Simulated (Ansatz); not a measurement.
## AlN at 2 GPa: from Born charge to LO–TO splitting and polaron coupling

Theory: DFT PBEsol, scalar-relativistic, plane waves, PAW in Ansatz 0.2.0. Settings: 420 eV plane-wave cutoff, Γ-centred 10×10×10 mesh, fixed occupations. No spin polarisation. Phonons by linear response, acoustic sum rule imposed.

The cell, relaxed at 2 GPa:
```cif
data_structure
_symmetry_space_group_name_H-M 'F-43m'
_symmetry_Int_Tables_number 216
_cell_length_a 4.3634
_cell_length_b 4.3634
_cell_length_c 4.3634
_cell_angle_alpha 90.000
_cell_angle_beta 90.000
_cell_angle_gamma 90.000
_cell_volume 83.08
loop_
_atom_site_label
_atom_site_type_symbol
_atom_site_symmetry_multiplicity
_atom_site_Wyckoff_symbol
_atom_site_fract_x
_atom_site_fract_y
_atom_site_fract_z
_atom_site_occupancy
Al1 Al 4 a 0.00000 0.00000 0.00000 1
N1 N 4 c 0.25000 0.25000 0.25000 1
```

Linear response gives ν_TO = 657.7 cm⁻¹, Born charges ±2.546 e (positive on Al) and ε∞ = 4.628. The primitive cell holds 20.769 Å³, and the masses are 26.982 and 14.007 amu.

Question: Find ν_LO and the static dielectric constant.

Answer: The long-wave field adds a restoring force: ω_LO² − ω_TO² = Z*²e²/(ε_vac ε∞ μV). In these units ν_LO² − ν_TO² = 4.92064×10⁷ Z*²/(μ V ε∞) cm⁻², with μ = m₁m₂/(m₁ + m₂) = 9.220 amu: 360067 cm⁻². So ν_LO = √(657.7² + 360067) = 890.3 cm⁻¹, and the run gives 890.3. Lyddane–Sachs–Teller then gives ε0 = ε∞ (ν_LO/ν_TO)² = 8.48, against 8.48 in the run (it forms both from the same three quantities, so the match checks the arithmetic only). Between ν_TO and ν_LO the dielectric function is negative and an undamped crystal reflects fully: a reststrahlen band from 11.2 to 15.2 μm.

Question: What do the Clausius–Mossotti polarisability and the Szigeti charge come to?

Answer: With the Lorentz local field, α = (3V/4π)(ε∞ − 1)/(ε∞ + 2) = 2.71 Å³ for the pair, and e_S = 3Z*/(ε∞ + 2) = 1.15 e. The Born charge includes the electrons' response to the dipole's own local field, and e_S takes that enhancement out. The Lorentz field assumes point-like polarisable ions, a poor picture once ε∞ is this large, since the electron clouds then overlap or are shared, so both numbers are formal here.

Question: How strongly does a slow electron couple to the LO mode?

Answer: For one isotropic parabolic band, Fröhlich's constant is α_F = (1/ε∞ − 1/ε0) √(m* Ry/ħω_LO), with Ry = 13.606 eV, ħω_LO = 110.4 meV and m* in free-electron masses: α_F = 0.0982 × 11.10 × √m* = 1.09 √m*. The band mass isn't part of this run; for m* = 0.1, 0.3 and 1 it gives 0.34, 0.60, 1.09. In weak coupling the polaron lies α_F ħω_LO below the band edge (66 meV at m* = 0.3) with a mass m*(1 + α_F/6); past α_F of about 5 or 6 that expansion fails. A semilocal functional's ε∞ tends to be too large, which taken alone lowers α_F.

This zinc-blende form isn't the usual stable structure of the compound at low pressure.

Cost: 1 run of about 0.53 core-minutes, on Intel Xeon Platinum 8259CL (Skylake/Cascade Lake) (shared hosts).